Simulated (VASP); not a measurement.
# ZnS (F-43m) in VASP: further runs, part 2 of 2

VASP 6.6.1. Earlier steps stand in the parts before.

**3. Band structure, HSE06**

POSCAR

```
ZnS                                     
1.0
    0.0000000000      2.6803314384      2.6803314384
    2.6803314384      0.0000000000      2.6803314384
    2.6803314384      2.6803314384      0.0000000000
  Zn              S             
     1     1
Direct
     0.2500000000000000    0.2500000000000000    0.2500000000000000
     0.0000000000000000    0.0000000000000000    0.0000000000000000
```

INCAR.step1

```
SYSTEM = ZnS
PREC = Accurate ; ENCUT = 520
EDIFF = 1E-5 ; ISMEAR = 0
SIGMA = 0.03 ; LREAL = .False.
LASPH = .True. ; NELM = 80
ALGO = Normal ; ISIF = 2
LWAVE = .True. ; LCHARG = .False.
NBANDS = 16 ; KPAR = 2
GGA = PE
```

INCAR.step2

```
SYSTEM = ZnS
PREC = Accurate ; ENCUT = 520
EDIFF = 1E-7 ; ISMEAR = 0
SIGMA = 0.03 ; LREAL = .False.
LASPH = .True. ; NELM = 80
ALGO = Normal ; ISIF = 2
LWAVE = .False. ; LCHARG = .False.
GGA = PE ; LHFCALC = .True.
HFSCREEN = 0.2 ; PRECFOCK = Fast
NBANDS = 16 ; KPAR = 2
ISTART = 1
```

KPOINTS

```
Automatic mesh
0
Gamma
  6 6 6
  0 0 0
```

KPOINTS_OPT

```
explicit points
9
Reciprocal
 0.0000000000  0.0000000000  0.0000000000 1
 0.3750000000  0.3750000000  0.7500000000 1
 0.5000000000  0.5000000000  0.5000000000 1
 0.6250000000  0.2500000000  0.6250000000 1
 0.5000000000  0.2500000000  0.7500000000 1
 0.5000000000  0.0000000000  0.5000000000 1
 0.4000000000  0.0000000000  0.4000000000 1
 0.4250000000  0.0000000000  0.4250000000 1
 0.4500000000  0.0000000000  0.4500000000 1
```

Potentials or basis: VASP PAW PBE potentials, release 64 (Zn, S).

Launch:

```sh
cat potpaw_PBE.64/Zn/POTCAR potpaw_PBE.64/S/POTCAR > POTCAR
cp INCAR.step1 INCAR
mpirun -np 2 vasp_std > vasp.out
cp INCAR.step2 INCAR
mpirun -np 2 vasp_std > vasp.out
```

OUTCAR:

```text
SYSTEM = ZnS
   PREC = Accurate
   ENCUT = 520
   EDIFF = 1E-7
   ISMEAR = 0
   LREAL = .False.
   LASPH = .True.
   NELM = 80
   ISIF = 2
   GGA = PE
   LHFCALC = .True.
   HFSCREEN = 0.2
   PRECFOCK = Fast
   ISTART = 1

 ion  position               nearest neighbor table
   1  0.250  0.250  0.250-   2 2.32   2 2.32   2 2.32   2 2.32
   2  0.000  0.000  0.000-   1 2.32   1 2.32   1 2.32   1 2.32

  LATTYP: Found a face centered cubic cell.
 ALAT       =     5.3606628768

  Lattice vectors:

 A1 = (   0.0000000000,   2.6803314384,   2.6803314384)
 A2 = (   2.6803314384,   0.0000000000,   2.6803314384)
 A3 = (   2.6803314384,   2.6803314384,   0.0000000000)

Analysis of symmetry for initial positions (statically):
=====================================================================
 Subroutine PRICEL returns:
 Original cell was already a primitive cell.

 Routine SETGRP: Setting up the symmetry group for a
 face centered cubic supercell.

[... 162 lines left out ...]
  free energy    TOTEN  =        -8.38139171 eV

  energy without entropy =       -8.38139171  energy(sigma->0) =       -8.38139171

 E-fermi :   1.7635     XC(G=0):  -8.0484

 val. band max:        1.5961523883   @ k =   0.0000   0.0000   0.0000
 cond. band min:       5.0574647534   @ k =   0.0000   0.0000   0.0000
 fundamental gap:      3.4613123651
 Fermi energy:         1.7635091823

 k-point     1 :       0.0000    0.0000    0.0000
  band No.  band energies     occupation
      1     -12.9115      2.00000
      2      -6.3425      2.00000
      3      -6.3425      2.00000
      4      -6.3425      2.00000
      5      -5.8704      2.00000
      6      -5.8704      2.00000
[... 281 lines left out ...]
      3      -6.0723      2.00000
      4      -5.9660      2.00000
      5      -5.8445      2.00000
      6      -5.4441      2.00000
[... 8 lines left out ...]
     15      17.3189      0.00000
     16      18.1689      0.00000

------------------------ aborting loop because EDIFF is reached ----------------------------------------

  FORCE on cell =-STRESS in cart. coord.  units (eV):
  Direction    XX          YY          ZZ          XY          YZ          ZX
  --------------------------------------------------------------------------------------
  -------------------------------------------------------------------------------------
  Total        0.7066705      0.7066705      0.7066705     -0.0000000     -0.0000000      0.0000000
  in kB       29.3989664     29.3989664     29.3989664     -0.0000000     -0.0000000      0.0000000
  external PRESSURE =      29.3989664 kB  Pullay stress =       0.0000000 kB

 VOLUME and BASIS-vectors are now :
 -----------------------------------------------------------------------------
  energy-cutoff  :      520.00
  volume of cell :       38.51
      direct lattice vectors                 reciprocal lattice vectors
     0.000000000  2.680331438  2.680331438    -0.186544094  0.186544094  0.186544094
     2.680331438  0.000000000  2.680331438     0.186544094 -0.186544094  0.186544094
     2.680331438  2.680331438  0.000000000     0.186544094  0.186544094 -0.186544094

 POSITION                                       TOTAL-FORCE (eV/Angst)
 -----------------------------------------------------------------------------------
      1.34017      1.34017      1.34017        -0.000000     -0.000000     -0.000000
      0.00000      0.00000      0.00000         0.000000      0.000000      0.000000
 -----------------------------------------------------------------------------------
    total drift:                               -0.000041     -0.000031     -0.000023

  FREE ENERGIE OF THE ION-ELECTRON SYSTEM (eV)
  ---------------------------------------------------
  free  energy   TOTEN  =        -8.3813917094 eV

  energy  without entropy=       -8.3813917094  energy(sigma->0) =       -8.38139171
```

Wall time 6.5 min (2 MPI ranks of Intel Xeon 6975P-C (Granite Rapids), shared host); peak memory 0.28 GiB.

What came out:

```yaml
Free_energy: -8.3814 eV
Pressure: 2.9 GPa
Band_gap_on_the_k_mesh: 3.46 eV, direct
Band_gap_along_the_path: 3.46 eV, direct
```

Levels at points of the mesh, in eV from the valence-band top:
| k point | band 6 | band 7 | band 8 | band 9 | band 10 | band 11 | band 12 | band 13 |
| --- | --- | --- | --- | --- | --- | --- | --- | --- |
| (0.00, 0.00, 0.00) | -7.47 | 0.00 | 0.00 | 0.00 | 3.46 | 7.69 | 7.69 | 7.69 |
| (0.50, 0.00, 0.00) | -7.22 | -5.78 | -0.95 | -0.95 | 4.62 | 8.19 | 8.19 | 10.33 |
| (0.50, 0.50, 0.00) | -7.18 | -5.11 | -2.45 | -2.45 | 4.34 | 5.27 | 12.77 | 13.90 |

Caveat: the PAW data sets were made with another functional, which shifts forces and pressure a little.

**4. Band structure, PBE0**

POSCAR is that of step 3.

INCAR.step1 is that of step 3.

Changes to INCAR.step2 since step 3:

```diff
@@ -8,4 +8,4 @@
 GGA = PE ; LHFCALC = .True.
-HFSCREEN = 0.2 ; PRECFOCK = Fast
-NBANDS = 16 ; KPAR = 2
-ISTART = 1
+AEXX = 0.25 ; PRECFOCK = Fast
+HFRCUT = -1 ; NBANDS = 16
+KPAR = 2 ; ISTART = 1
```

KPOINTS is that of step 3.

KPOINTS_OPT is that of step 3.

Launch:

```sh
cat potpaw_PBE.64/Zn/POTCAR potpaw_PBE.64/S/POTCAR > POTCAR
cp INCAR.step1 INCAR
mpirun -np 2 vasp_std > vasp.out
cp INCAR.step2 INCAR
mpirun -np 2 vasp_std > vasp.out
```

Wall time 6.7 min (2 MPI ranks of Intel Xeon 6975P-C (Granite Rapids), shared host); peak memory 0.18 GiB.

Results (log left out):

```
Free energy             : -8.9165 eV
Pressure                : 2.7 GPa
Band gap on the k mesh  : 4.12 eV, direct
Band gap along the path : 4.12 eV, direct
```

Levels at points of the mesh, in eV from the valence-band top:
```csv
k point,band 5,band 6,band 7,band 8,band 9,band 10,band 11,band 12,band 13,band 14
"(0.00, 0.00, 0.00)",-7.52,-7.52,0.00,0.00,0.00,4.12,8.40,8.40,8.40,13.99
"(0.50, 0.00, 0.00)",-7.49,-7.27,-5.84,-0.97,-0.97,5.30,8.90,8.90,11.03,14.48
"(0.50, 0.50, 0.00)",-7.44,-7.23,-5.17,-2.47,-2.47,5.02,5.96,13.49,14.63,14.63
```

Caveat: the PAW data sets were made with another functional, which shifts forces and pressure a little.

**5. Summary**

```tsv
level	screening parameter	exchange at q = 0	gap on the mesh (eV)	pressure (GPa)
PBEsol	-	-	2.08	0.0
HSE06	0.2 1/A	-	3.46	2.9
PBE0	-	truncated	4.12	2.7
```

Alike in all rows: task band structure; potentials or basis VASP PAW PBE potentials, release 64 (Zn, S); no spin polarisation; cell as given; k mesh 6 × 6 × 6; cutoff (eV) 520; smearing gaussian 0.03 eV.

On the cell as given the gap runs from 2.08 eV (PBEsol) to 4.12 eV (PBE0). The pressure there spans 0.0 GPa (PBEsol) to 2.9 GPa (HSE06); a positive pressure means that this level wants a larger cell, a negative one a smaller.

Caveats: the PAW data sets were made with another functional, which shifts forces and pressure a little.

Total energies depend on the potentials used, so only differences within one code and one set of settings carry meaning.

**6. Against experiment**

Step 2. Against the measured gap of ZnS, 3.85 eV (direct; 19 K; quoted in “Electronic, vibrational, and thermodynamic properties of ZnS (zincblende and rocksalt structure)”, 2009, arxiv:0911.5022), the calculated 2.08 eV is off by -1.77 eV. The value is that of PBEsol, without temperature or zero-point motion. Semilocal functionals fall short of measured gaps as a rule.

Step 3. A measured gap of ZnS is 3.85 eV (direct; 19 K; quoted in “Electronic, vibrational, and thermodynamic properties of ZnS (zincblende and rocksalt structure)”, 2009, arxiv:0911.5022); the calculated 3.46 eV misses it by -0.39 eV. The value is that of HSE06, without temperature or zero-point motion.

Step 4. Against the measured gap of ZnS, 3.85 eV (direct; 19 K; quoted in “Electronic, vibrational, and thermodynamic properties of ZnS (zincblende and rocksalt structure)”, 2009, arxiv:0911.5022), the calculated 4.12 eV is off by +0.27 eV. The value is that of PBE0, without temperature or zero-point motion.
